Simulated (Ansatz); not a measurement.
# GaP: the cost of one run

Computed with Ansatz 0.2.0 (DFT PBE, scalar-relativistic, plane waves, PAW, unless a step's input says otherwise).

1 further run of the same task is left out (set aside as unsound or not needed).

### Step 1. Starting point

Symmetry: F-43m, No. 216, cubic system. Conventional cell: a = 5.505 Å, b = 5.505 Å, c = 5.505 Å, α = 90.00°, β = 90.00°, γ = 90.00°. Ga (site symmetry -43m) has 4 P at 2.38 Å as nearest neighbours. Around P (site symmetry -43m) lie 4 Ga at 2.38 Å.

As a file:

```cif
data_structure
_symmetry_space_group_name_H-M 'F-43m'
_symmetry_Int_Tables_number 216
_cell_length_a 5.5051
_cell_length_b 5.5051
_cell_length_c 5.5051
_cell_angle_alpha 90.000
_cell_angle_beta 90.000
_cell_angle_gamma 90.000
_cell_volume 166.84
loop_
_atom_site_label
_atom_site_type_symbol
_atom_site_symmetry_multiplicity
_atom_site_Wyckoff_symbol
_atom_site_fract_x
_atom_site_fract_y
_atom_site_fract_z
_atom_site_occupancy
Ga1 Ga 4 a 0.00000 0.00000 0.00000 1
P1 P 4 d 0.25000 0.25000 0.75000 1
```

It goes back to an entry of the Materials Project.

This cell was relaxed beforehand with the same method: volume 20.85 Å³/atom, gap on the mesh 1.58 eV.

### Step 2. The gap over the whole zone

The input, input.yaml:

```yaml
crystal:
  lattice:
    - [0.0, 2.7525584905, 2.7525584905]
    - [2.7525584905, 0.0, 2.7525584905]
    - [2.7525584905, 2.7525584905, 0.0]
  atoms:
    - { symbol: Ga, position: [0.0, 0.0, 0.0] }
    - { symbol: P, position: [0.25, 0.25, 0.25] }
basis:
  ecutwfc: 420
kpoints:
  mp_grid: { grid: [8, 8, 8] }
  band_path: { path: [VBM, CBM], npoints: 2 }
hamiltonian:
  xc: pbe
scf:
  occupations: { method: gaussian, width: 0.02 }
output:
  forces: true
  stress: true
  eigenvalues: true
checkpoint:
  read: start.run
  write: ck
  compress: false
  write_wavefunctions: false
  write_every: 100000
```

Launch:

```sh
ansatz run input.yaml --threads 1 --pin off --max-ram 2560MiB --backend cpu --events-out ev --progress --plain --runs-dir out
```

What time and memory should one allow on 1 thread of Intel Xeon at 2.50GHz (Skylake/Cascade Lake), shared host?

About 7.4 s, with a peak of 0.33 GiB.
